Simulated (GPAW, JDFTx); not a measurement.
Given: the input of a run of GPAW 26.7.0 (ASE script) on Se (Selenium). 

The input run.py:

```python
from ase import Atoms
from ase.dft.bandgap import bandgap
from ase.io import write
from ase.units import GPa
from gpaw import GPAW, PW, setup_paths

setup_paths.insert(0, '.')

atoms = Atoms(['Se', 'Se', 'Se'],
              cell=[[4.3662, 0.0, 0.0],
                    [-2.1831, 3.781240118, 0.0],
                    [0.0, 0.0, 4.9536]],
              scaled_positions=[[0.7746, 0.7746, 0.0],
                                [0.0, 0.2254, 0.6666666667],
                                [0.2254, 0.0, 0.3333333333]],
              pbc=True)

calc = GPAW(mode=PW(600),
            xc='PBEsol',
            kpts={'size': (7, 7, 6), 'gamma': True},
            occupations={'name': 'fermi-dirac', 'width': 0.05},
            nbands=19,
            convergence={'density': 1e-05, 'energy': 1e-05},
            maxiter=150,
            txt='gpaw.txt')
atoms.calc = calc
energy = atoms.get_potential_energy()
forces = atoms.get_forces()
stress = atoms.get_stress()
calc.write('gs.gpw')
write('result.traj', atoms)
print(f'Energy: {energy:.6f} eV')
print('Forces (eV/A):')
print(forces.round(4))
print('Stress (GPa):', (stress / GPa).round(3))
print('Fermi level:', round(calc.get_fermi_level(), 4), 'eV')
print(f'Gap: {bandgap(calc)[0]:.4f} eV, direct: {bandgap(calc, direct=True)[0]:.4f} eV')
```

Potentials or basis: PAW data sets generated in the run's folder for this functional, pw.

Command:

```sh
$ gpaw-setup -f PBEsol Se
$ OMP_NUM_THREADS=1 python run.py
```

What does the same run look like in JDFTx 1.7.0 (patched build)? Potentials or basis there: PseudoDojo-SR-PBEsol-0.4.1-standard with smoothed tails, cutoff 1170 eV.

As run (cutoffs and basis follow the program's own potentials, and thresholds, step limits or extra output files can differ):

Se.in

```
lattice \
    8.2509222053    -4.1254611027     0.0000000000 \
    0.0000000000     7.1455082345     0.0000000000 \
    0.0000000000     0.0000000000     9.3609473309
coords-type Lattice
ion Se     0.7746000000     0.7746000000     0.0000000000 1
ion Se     0.0000000000     0.2254000000     0.6666666667 1
ion Se     0.2254000000     0.0000000000     0.3333333333 1

ion-species pseudo/Se.upf
elec-cutoff 43 344
elec-ex-corr gga-PBEsol
kpoint-folding 7 7 6
elec-smearing Fermi 0.0018374661
elec-n-bands 32
electronic-SCF nIterations 100 energyDiffThreshold 1e-09
electronic-minimize nIterations 30 energyDiffThreshold 1e-7
converge-empty-states yes
forces-output-coords Cartesian

dump-name run.$VAR
dump End Ecomponents EigStats BandEigs Kpoints Forces Stress
```

Potentials or basis: PseudoDojo-SR-PBEsol-0.4.1-standard with smoothed tails.

Command:

```console
$ jdftx -c 1 -i Se.in -o Se.out
```

Both were run:

|  | GPAW | JDFTx |
| --- | --- | --- |
| Pressure | 0.2 GPa | 0.2 GPa |
| Largest force | 0.310 eV/Å | 0.307 eV/Å |

The potentials hold 18 and 48 valence electrons a cell.

Pressure is positive in compression.
